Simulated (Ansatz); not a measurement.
# NaSrI3 (cubic perovskite) (Pm-3m): converging the G0W0 gap, part 2 of 2

Aim: see how the G0W0 gap of NaSrI3 (cubic perovskite) (Pm-3m) on PBEsol moves with empty bands and screening cutoff, and what each rung costs.

Ansatz 0.2.0; G0W0 on PBEsol, plane waves, PAW. Known limits of the many-body steps: not at the basis limit; no spin-orbit coupling; coarse k mesh.

So far. Step 4 (747 empty bands, screening to 120 eV): Against the run with 2×2×2 mesh, 347 empty bands, screening to 72 eV, the gap moves by +0.19 eV.

The structure was built from a prototype and need not be the compound's stable phase.

**5. Changing the frequency model: 2×2×2 mesh, 747 empty bands, screening to 120 eV, plasmon pole**

A plasmon pole stands in for the full frequency dependence of the screening; this run shows what that costs in accuracy.

File input.yaml:

```yaml
crystal:
  lattice:
    - [6.3036929043, 0.0, 0.0]
    - [0.0, 6.3036929043, 0.0]
    - [0.0, 0.0, 6.3036929043]
  atoms:
    - { symbol: Na, position: [0.0, 0.0, 0.0] }
    - { symbol: Sr, position: [0.5, 0.5, 0.5] }
    - { symbol: I, position: [0.5, 0.5, 0.0] }
    - { symbol: I, position: [0.5, 0.0, 0.5] }
    - { symbol: I, position: [0.0, 0.5, 0.5] }
kpoints:
  mp_grid: { grid: [2, 2, 2] }
hamiltonian:
  xc: pbesol
scf:
  occupations: { method: fixed }
gw:
  n_empty_bands: 747
  ecut_chi: 120.0
  qp_bands: [v2, c2]
  qp_kpoints: band_edges
  screening: { model: godby_needs }
```

Started as:

```sh
$ ansatz run input.yaml --threads 4 --pin off --max-ram 17510MiB --backend cpu --events-out ev --progress --plain --runs-dir out
```

Numbers of over 12 decimals in the logs are rounded to 6 here.

The program printed:

```text
[...]
Crystal: 5 atoms, lattice volume = 250.487 Å³
Basis set: ecut = 420 eV, 4945 PW (Γ)
Bands: 42, of which v1, the nominal top of the filled ones, is band 35 counted from 1 (34 counted from 0)
Symmetry: 48 space group operations
[...]
k-points: 4 of 8
[...]
1    37      6.2200    -5.1749    -3.7432    -9.7880  0.8195     7.0966     7.0900  root
[...]
3    34      2.0896   -17.4246     1.6506   -14.4633  0.7959     0.7635     0.7788  root
     3    35      2.0896   -17.4246     1.6506   -14.4633  0.7959     0.7635     0.7788  root
     3    36      4.9579    -2.0606    -2.7305    -5.2712  0.8511     5.4399     5.4379  root
     3    37      7.8083    -4.1229    -3.3549    -8.1085  0.8286     8.4426     8.4390  root
[key lines of the parts left out:]
SCF converged after 7 iterations
Free energy (F): -27271.291187 eV
Fermi energy:    2.089575 eV
```

Elapsed: 2.1 min, on 4 threads of Arm Neoverse V1, shared host; peak memory 4.4 GiB; 8.5 min of CPU time.

Numbers from this step:

```yaml
bands_summed: 782
plasmon_pole_fit_frequency: 19.63 eV
rpa_eps_infinity_on_this_mesh_eigenvalues: 3.255, 3.255, 3.255
plane_waves_in_the_screening_matrix: 739
g0w0_gap_on_the_mesh: 4.178 eV
k_of_the_valence_top: -0.5, -0.5, -0.5
k_of_the_conduction_bottom: 0, 0, 0
starting_gap_on_the_mesh: 2.423 eV
least_direct_g0w0_gap_on_the_computed_points: 4.473 eV
```

Against the run with 2×2×2 mesh, 747 empty bands, screening to 120 eV, the gap moves by +0.009 eV.

**6. Changing the files and raising the bands: 2×2×2 mesh, 1108 empty bands, screening to 156 eV, hard PAW files**

Other atomic data (hard PAW) test the pseudisation: the cutoff goes from 420 to 700 eV, with the same valence electrons. Bands and screening cutoff change too, so the step is no clean test of the files.

input.yaml, the sections that differ from step 5:

```yaml
hamiltonian:
  xc: pbesol
  pseudopotentials: { kind: paw, source: ansatz }
gw:
  n_empty_bands: 1108
  ecut_chi: 156.0
  qp_bands: [v2, c2]
  qp_kpoints: band_edges
  screening: { model: contour_deformation }
# crystal, kpoints, scf: as in step 5
```

The program printed:

```text
[...]
Crystal: 5 atoms, lattice volume = 250.487 Å³
Basis set: ecut = 700 eV, 10443 PW (Γ)
Bands: 42, of which v1, the nominal top of the filled ones, is band 35 counted from 1 (34 counted from 0)
Symmetry: 48 space group operations
[...]
k-points: 4 of 8
[...]
1    37      6.2126    -5.1729    -3.8151    -9.7852  0.8009     7.0213     7.0097  root
[...]
3    34      2.0832   -17.4183     1.5688   -14.4561  0.7713     0.6437     0.6898  root
     3    35      2.0832   -17.4183     1.5688   -14.4561  0.7713     0.6437     0.6898  root
     3    36      4.9502    -2.0582    -2.7429    -5.2690  0.8289     5.4220     5.4180  root
     3    37      7.8003    -4.1193    -3.4414    -8.1067  0.8081     8.3519     8.3462  root
[key lines of the parts left out:]
SCF converged after 9 iterations
Free energy (F): -27279.518800 eV
Fermi energy:    2.083205 eV
```

The job ended after 6.5 min (4 threads; peak memory 11 GiB; 26 min of CPU time).

This step gave:

```
bands summed                                 : 1143
RPA ε∞ on this mesh (eigenvalues)            : 3.257, 3.257, 3.257
plane waves in the screening matrix          : 1141
G0W0 gap on the mesh                         : 4.231 eV
k of the valence top                         : -0.5, -0.5, -0.5
k of the conduction bottom                   : 0, 0, 0
starting gap on the mesh                     : 2.422 eV
least direct G0W0 gap on the computed points : 4.530 eV
```

Against the run with 2×2×2 mesh, 747 empty bands, screening to 120 eV, the gap moves by +0.06 eV.

**7. Convergence and cost**

Times are wall times on 4 threads of Arm Neoverse V1, shared host, good to a factor of about two.

```
 mesh        files            frequency  bands summed  cutoff (eV)  start (eV)  G0W0 (eV)     time  host memory (GiB)
2×2×2  default PAW  contour deformation           157           36       2.423      3.697    7.2 s               0.78
2×2×2  default PAW  contour deformation           382           72       2.423      3.975     25 s                1.7
2×2×2  default PAW  contour deformation           782          120       2.423      4.169    2 min                4.4
2×2×2  default PAW         plasmon pole           782          120       2.423      4.178  2.1 min                4.4
2×2×2     hard PAW  contour deformation          1143          156       2.422      4.231  6.5 min                 11
```

How the two edges are built up, in eV (the quasiparticle level is the starting level plus Σx plus Σc less Vxc):

```
      run               edge  start      Σx     Σc     Vxc     Z    QP
157 bands        valence top   2.09  -17.42   2.26  -14.46  0.78  1.39
157 bands  conduction bottom   4.51   -2.58  -2.62   -5.77  0.83  5.09
382 bands        valence top   2.09  -17.42   1.90  -14.46  0.77  1.03
382 bands  conduction bottom   4.51   -2.58  -2.70   -5.77  0.83  5.00
782 bands        valence top   2.09  -17.42   1.66  -14.46  0.77  0.79
782 bands  conduction bottom   4.51   -2.58  -2.75   -5.77  0.83  4.96
```

**8. What came out**

| Quantity | Value |
| --- | --- |
| 157 bands, 36 eV | 3.697 eV |
| 382 bands, 72 eV | 3.975 eV |
| 782 bands, 120 eV | 4.169 eV |
| estimated limit in bands and cutoff | 4.35 eV |
| mesh and start | 2×2×2, PBEsol |

A line in one over the bands through the two highest rungs gives 4.35 eV, +0.19 eV from the top rung; the pair below gives 4.17 eV, so the estimate is still climbing. The rungs stand 0.66 eV (157 bands), 0.38 eV (382 bands) and 0.19 eV (782 bands) from it. From 157 to 782 bands the gap moves by +0.47 eV while the time grows 17-fold. Σc changes by −0.60 eV at the valence top and −0.13 eV at the conduction bottom, so the valence edge carries most of the change. The plasmon-pole model gives +0.01 eV against contour deformation, 1 % of the correction, and saved no time in this program. With hard PAW files and 1143 bands the gap is 4.23 eV; the line for the default PAW files gives 4.23 eV at that count, a difference of +0.003 eV that holds the line's own error too. The 2×2×2 mesh is coarse for this cell (its supercell is 13 Å along the shortest edge). The RPA ε∞ on it, from the PBEsol start, is 3.25; such meshes misread the long-range screening, most where the gap is narrow. This is the ideal cubic cell; many perovskites, halides above all, are cubic only on average, and local tilts or off-centring can widen the gap. The many-body steps are scalar-relativistic: spin-orbit coupling is not in them.

[Paths, hosts, dates, memory and timing lines, banners, echoed tables and standing remarks are left out of the program output.]

[Logs are printed without paths, hosts, clocks, repeated set-up lines and the standing remarks that a program may print on its own settings, such as how far it seeks lower states.]

[Runs of the session that timed out or met a known fault of the program may be left out.]

[Cells called generated may have been cut or substituted from an entry of the Crystallography Open Database or the Materials Project.]

[Hosts, paths, dates, database ids (printed as entryN), source tags and the programs' standing remarks are cut or masked in the printed files.]
